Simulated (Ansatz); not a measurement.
Al₂Cu: which arrangement of Al and Cu?

The calculation used DFT PBE, scalar-relativistic, plane waves, PAW in Ansatz 0.2.0. All cells share a 420 eV cutoff and Γ-centred k meshes spaced at most about 0.3 Å⁻¹ (about 0.25 or finer for metals, 2π included). No spin polarisation.

These are static total energies at zero pressure. Each row is a relaxed arrangement of Al and Cu on shared sites of the hcp type. The column n gives the unlike atoms among the 12 nearest shared sites, averaged over those sites; energies count from the lowest row.

```csv
row,space group,source,atoms,n (of 12),V (Å³/atom),gap on mesh (eV),ΔE (meV/atom)
1,P-6m2 (No. 187),invented,6,4.00,14.72,0,0.0
2,P-62m (No. 189),invented,6,6.00,14.77,0,?
3,Cmcm (No. 63),invented,6,6.67,14.76,0,24.3
```

The cell of row 2:

```
Al Cu
1.0
     4.82953    0.00000    0.00000
    -2.41476    4.18249    0.00000
     0.00000    0.00000    4.38808
Al Cu
4 2
Direct
  0.00000 0.00000 0.00000
  0.00000 0.34634 0.50000
  0.65366 0.65366 0.50000
  0.34634 0.00000 0.50000
  0.66667 0.33333 0.00000
  0.33333 0.66667 0.00000
```

Q: Take rows 1 and 3 to fix a model with nearest pairs alone, and estimate the missing value.

A: The slope is (24.3 − 0.0)/(6.67 − 4.00) = 9.1 meV/atom for each unlike neighbour. At n = 6.00 that gives 0.0 + (9.1) × (6.00 − 4.00) = 18.2 meV/atom. The computed value is 38.0 meV/atom, so the model is off by -19.8. Nearest pairs aren't enough here: farther pairs and the strain of relaxing around atoms of unlike size count too.

For metals, differences of a few meV/atom aren't resolved. Only small cells were tried; in real samples the shared sites are often disordered. The Crystallography Open Database (COD) lists this formula in space group No. 140, and no cell compared here matches those entries. Some types were kept out of the candidates beforehand, so the set may lack a known form.

Among these three arrangements, the one with the fewest unlike neighbours is lowest in energy, yet energy doesn't rise steadily with n: row 3 has more Al-Cu contacts than row 2 and still lies below it. The positive slope therefore shouldn't be read as Al-Cu repulsion, which would be at odds with the well-known tendency of these metals to form compounds. Where the contacts sit evidently matters as well as how many there are. In a metal with mobile sp electrons, screening gives pair interactions that oscillate with distance, so farther shells can plausibly reverse an order set by nearest neighbours. Relaxation probably contributes too, since some patterns let the smaller Cu atoms shorten their contacts more easily than others. The nearly equal volumes suggest that average packing density isn't what separates the rows. The known tetragonal phase surrounds Cu with a square antiprism of Al, an environment foreign to hcp-type sites. Without energies relative to elemental Al and Cu, the ranking doesn't show whether any of these arrangements is stable against separation into the elements.
